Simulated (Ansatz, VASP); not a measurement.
# Hf in VASP and in Ansatz

```
Hf
1.0
     3.19670    0.00000    0.00000
    -1.59835    2.76842    0.00000
     0.00000    0.00000    5.00722
Hf
2
Direct
  0.66667 0.33333 0.75000
  0.33333 0.66667 0.25000
```

Alike in both runs: task single point; functional PBE; k mesh 8 × 8 × 5; occupations fermi-dirac, width 0.05 eV; no spin polarisation.

|  | VASP | Ansatz |
| --- | --- | --- |
| version | VASP 6.6.1 | Ansatz 0.2.0 |
| potentials or method | VASP PAW PBE potentials, release 64 (Hf_pv) | Ansatz PAW |
| plane-wave cutoff (eV) | 520 | 420 |
| valence electrons in the cell | 20 | 52 |

```tsv
	VASP	Ansatz	Ansatz less VASP
gap on the k mesh at the Fermi level (eV)	none	none	-
pressure (GPa)	1.6	2.0	+0.44
largest component of the traceless stress (GPa)	0.77	0.85	+0.073
```

A gap of «none» marks a metal or a gap that the smearing closes. The two sets of potentials don't hold the same shells in valence.

Spin-orbit coupling is left out, which matters for the levels of Hf.
